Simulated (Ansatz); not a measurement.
# Nd (fcc)

Method: r²SCAN, scalar-relativistic; collinear spin; PAW, 500 eV, 14×14×14 k-mesh, Gaussian smearing of 0.05 eV; code Ansatz; PAW files: Ansatz's generated set soft_2.

```cif
data_structure
_symmetry_space_group_name_H-M 'Fm-3m'
_symmetry_Int_Tables_number 225
_cell_length_a 5.3597
_cell_length_b 5.3597
_cell_length_c 5.3597
_cell_angle_alpha 90.000
_cell_angle_beta 90.000
_cell_angle_gamma 90.000
_cell_volume 153.97
loop_
_atom_site_label
_atom_site_type_symbol
_atom_site_symmetry_multiplicity
_atom_site_Wyckoff_symbol
_atom_site_fract_x
_atom_site_fract_y
_atom_site_fract_z
_atom_site_occupancy
Nd1 Nd 4 a 0.00000 0.00000 0.00000 1
```

At room temperature and ambient pressure Nd is dhcp.

Magnetic state: ferromagnetic, site spin moments Nd 3.94 μB.

Problem. Which orbitals carry the states at the Fermi level, and how many states are there?

Solution. Within 0.1 eV of it: Nd 4f 59 %, Nd 5d 36 % (shares among the projected shells). The density of states at the Fermi level is about 3.1 states/eV per cell, averaged over 0.3 eV.

Density of states (tetrahedra, averaged over 0.5 eV; states/eV per cell of 1 atom; energy in eV from the Fermi level):

```
E (eV)  DOS
 -4.10  0.0
 -3.60  0.1
 -3.10  0.1
 -2.60  0.2
 -2.10  0.4
 -1.60  0.9
 -1.10  6.8
 -0.60  1.7
 -0.10  2.8
  0.40  1.5
  0.90  2.3
  1.40  3.1
  1.90  4.5
  2.40  2.5
```

Without a U the open 4f shell is pinned at the Fermi level, an artefact: in the real crystal it splits into occupied and empty levels away from it, and its large orbital moment is missing here. These numbers lack spin–orbit coupling. The run wasn't fully tested for a lower electronic state. Site moments are of spin, integrated over atomic spheres. Only parallel moments were tried, so the real magnetic order may be another.

The state of the open shells isn't shown to be the lowest, and forces and pressures are less sure for it.
